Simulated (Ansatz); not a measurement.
A run of Ansatz 0.2.0:

input.yaml

```yaml
crystal:
  lattice:
    - [-1.4844496776, 1.4844496776, 1.4844496776]
    - [1.4844496776, -1.4844496776, 1.4844496776]
    - [1.4844496776, 1.4844496776, -1.4844496776]
  atoms:
    - { symbol: Cr, position: [0.0, 0.0, 0.0], spin: 3.0 }
hamiltonian:
  xc: pbe
  pseudopotentials: { kind: paw, partial_waves: polarizable }
magnetization:
  spin_polarized: true
kpoints:
  mp_grid: { grid: [12, 12, 12] }
  band_path:
    path:
      - [[0.0, 0.0, 0.0], [0.5, -0.5, 0.5], [0.0, 0.0, 0.5], [0.0, 0.0, 0.0], [0.25, 0.25, 0.25], [0.5, -0.5, 0.5]]
      - [[0.25, 0.25, 0.25], [0.0, 0.0, 0.5]]
    npoints: 14
scf:
  occupations: { method: fermi_dirac, width: 0.05 }
  n_extra_bands: 6
output:
  forces: true
  stress: true
  eigenvalues: true
  fatbands: false
```

Potentials or basis: Ansatz PAW polarizable.

Launch:

```sh
$ ansatz run input.yaml --threads 2 --pin off --max-ram 5120MiB --backend cpu --events-out ev --progress --plain --runs-dir out
```

Hardware: 2 threads of Arm Neoverse V1 (shared host).

Problem. Estimate the wall time of this run.

Solution. Run time: 2.2 s on 2 threads of Arm Neoverse V1, on a shared host, peak memory 0.3 GiB. Counts: scf iterations 9, plane waves 249, k points 72, bands 13.
